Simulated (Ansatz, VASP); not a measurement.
# Two plane-wave programs on Cu

The input INCAR:

```
SYSTEM = Cu
PREC = Accurate
ENCUT = 520
EDIFF = 1E-7
ISMEAR = -1
SIGMA = 0.08
LREAL = .False.
LASPH = .True.
NELM = 80
ALGO = Normal
ISIF = 2
LWAVE = .False.
LCHARG = .False.
GGA = PE
NBANDS = 18
```

File KPOINTS:

```
regular mesh
0
Gamma
  13 13 13
  0 0 0
```

The input POSCAR:

```
Cu
1.0
    0.0000000000      2.6767426824      2.6767426824
    2.6767426824      0.0000000000      2.6767426824
    2.6767426824      2.6767426824      0.0000000000
Cu
2
Direct
   -0.1250000000     -0.1250000000     -0.1250000000
    0.1250000000      0.1250000000      0.1250000000
```

Input for Ansatz:

```yaml
crystal:
  lattice:
    - [0.0, 2.6767426824, 2.6767426824]
    - [2.6767426824, 0.0, 2.6767426824]
    - [2.6767426824, 2.6767426824, 0.0]
  atoms:
    - { symbol: Cu, position: [-0.125, -0.125, -0.125] }
    - { symbol: Cu, position: [0.125, 0.125, 0.125] }
kpoints:
  mp_grid: { grid: [13, 13, 13] }
scf:
  occupations: { method: fermi_dirac, width: 0.08 }
hamiltonian:
  xc: pbe
  pseudopotentials: { kind: nc }
output:
  forces: true
  stress: true
  eigenvalues: true
```

Change from the starting cell: volume scaled by 1, norm-conserving files.

Alike in both runs: task single point; functional PBE; k mesh 13 × 13 × 13; occupations fermi-dirac, width 0.08 eV; no spin polarisation.

```csv
,VASP,Ansatz
version,VASP 6.6.1,Ansatz 0.2.0
potentials or method,"VASP PAW PBE potentials, release 64 (Cu)","norm-conserving pseudopotentials, scalar-relativistic"
plane-wave cutoff (eV),520,1252
valence electrons in the cell,22,38
```

VASP gave:

```
pressure (GPa) : 0.3
```

Question: What did Ansatz give for the same quantities?

Answer: Pressure (GPa): 0.1.

With one functional, cell and mesh, what is left measures potentials, basis and numerics. The two sets of potentials don't hold the same shells in valence.
